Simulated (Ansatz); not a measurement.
Sr: a sweep of one setting

```
CELL_PARAMETERS angstrom
4.26962 0.00000 0.00000
-2.13481 3.69760 0.00000
0.00000 0.00000 6.99868
ATOMIC_POSITIONS crystal
Sr 0.33333 0.66667 0.25000
Sr 0.66667 0.33333 0.75000
```

Atoms are numbered in the order listed.

The structure comes from a relaxation in the same program, started in the hcp type, and has space group P6_3/mmc. Whether it is a known phase or the ground state wasn't checked.

Level of theory: Ansatz 0.2.0, DFT, PBE, PAW with Ansatz's default frozen-core files, scalar-relativistic.

Sampling and basis: a Γ-centred 11×11×6 k mesh, Fermi–Dirac smearing of 0.08 eV, cutoff 420 eV, no spin polarisation. One setting is then changed at a time.

P includes the program's estimate of the Pulay (finite-basis) term, listed apart; without it the pressure would be far more sensitive to the cutoff.

```csv
PAW cutoff (eV),free energy less the base's (meV/atom),P (GPa),Pulay term in P (GPa),Vzz Sr1 (10²¹ V/m²)
420 (base),0.0,0.01,0.00,-0.40
150,2498,-0.03,25.39,-0.30
200,374,0.10,6.01,-0.34
250,39.3,0.03,0.95,-0.40
300,2.7,0.02,0.09,-0.40
350,0.4,0.01,0.01,-0.40
```
